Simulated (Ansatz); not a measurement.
Levels of theory for KF (zincblende)

All numbers come from the PAW code Ansatz. Simulation only: spin-unpolarised, and no claim that this is the phase found in nature.

KF built on the zincblende prototype, relaxed with r2SCAN. The symmetry is F-43m (No. 216, cubic); conventional cell a = 5.871 Å, 25.29 Å³ an atom. K has 4 F at 2.54 Å; F has 4 K at 2.54 Å.

```cif
data_structure
_symmetry_space_group_name_H-M 'F-43m'
_symmetry_Int_Tables_number 216
_cell_length_a 5.8708
_cell_length_b 5.8708
_cell_length_c 5.8708
_cell_angle_alpha 90.000
_cell_angle_beta 90.000
_cell_angle_gamma 90.000
_cell_volume 202.34
loop_
_atom_site_label
_atom_site_type_symbol
_atom_site_symmetry_multiplicity
_atom_site_Wyckoff_symbol
_atom_site_fract_x
_atom_site_fract_y
_atom_site_fract_z
_atom_site_occupancy
K1 K 4 a 0.00000 0.00000 0.00000 1
F1 F 4 d 0.25000 0.25000 0.75000 1
```

Relaxed lattice by functional, symmetry kept:
```csv
functional,k mesh,a (Å),volume (Å³/atom)
PBE,8×8×8,5.950,26.33
r2SCAN,6×6×6,5.871,25.29
PBEsol,6×6×6,5.847,24.98
LDA,6×6×6,5.698,23.13
HSE06,4×4×4,5.904,25.72
```

Gaps on the r2SCAN cell, each the least over its mesh and the special points:

| level | k mesh | gap (eV) | kind | edges | least direct gap (eV) | rough cost |
| --- | --- | --- | --- | --- | --- | --- |
| LDA | 8×8×8 | 4.93 | indirect | W → Γ | 5.16 | 2.3 core-seconds |
| PBE | 8×8×8 | 5.17 | indirect | W → Γ | 5.38 | 3 core-seconds |
| r2SCAN | 8×8×8 | 5.75 | indirect | W → Γ | 5.96 | 6 core-seconds |
| r2SCANh | 6×6×6 | 6.71 | indirect | W → Γ | 6.92 | 90 core-seconds |
| HSE06 | 6×6×6 | 7.04 | indirect | W → Γ | 7.26 | 80 core-seconds |
| DDH-PBE0 | 6×6×6 | 11.38 | indirect | W → Γ | 11.61 | 90 core-seconds |
| PBE0 | 6×6×6 | 7.82 | indirect | W → Γ | 8.03 | 80 core-seconds |
| r2SCAN0 | 6×6×6 | 8.17 | indirect | W → Γ | 8.39 | 90 core-seconds |

PBE: smearing of 0.02 eV; the others have fixed occupations.
Wave cutoffs: 420 eV, 500 eV (r2SCAN, r2SCANh, r2SCAN0).
Costs come from shared machines and give only the order; PBE's includes the band path. The runs had 2 threads of Arm Neoverse V1 (shared host).

With HSE06 the valence top lies at W and the conduction bottom at Γ, 7.04 eV higher; the smallest vertical gap, at Γ, is 7.26 eV.

r2SCAN covers 31 % of the step from PBE to HSE06, while HSE06 needs about 13 times r2SCAN's cost (on a coarser mesh). Among these functionals the gap stays indirect.

r2SCAN (ground state on 6×6×6): The clamped-ion dielectric constant comes out as 1.70 in all directions. Born charges, averaged over directions: K +1.08, F -1.08 e. PBE (ground state on 6×6×6): The clamped-ion dielectric constant comes out as 1.75 in all directions. Born charges, averaged over directions: K +1.08, F -1.08 e.

On the PBEsol cell (a = 5.847 Å), with PBEsol: The optical mode at Γ lies at 211 cm⁻¹ without the longitudinal term. With the long-range field the highest mode reaches 310 cm⁻¹. The electronic dielectric tensor ε∞ is 1.76 in all directions. With the ions relaxed, ε⁰ is 3.8 in all directions. Born charges, averaged over directions: K +1.08, F -1.08 e.

The meshes of the hybrids are coarse, so their gaps aren't converged to the digits shown.
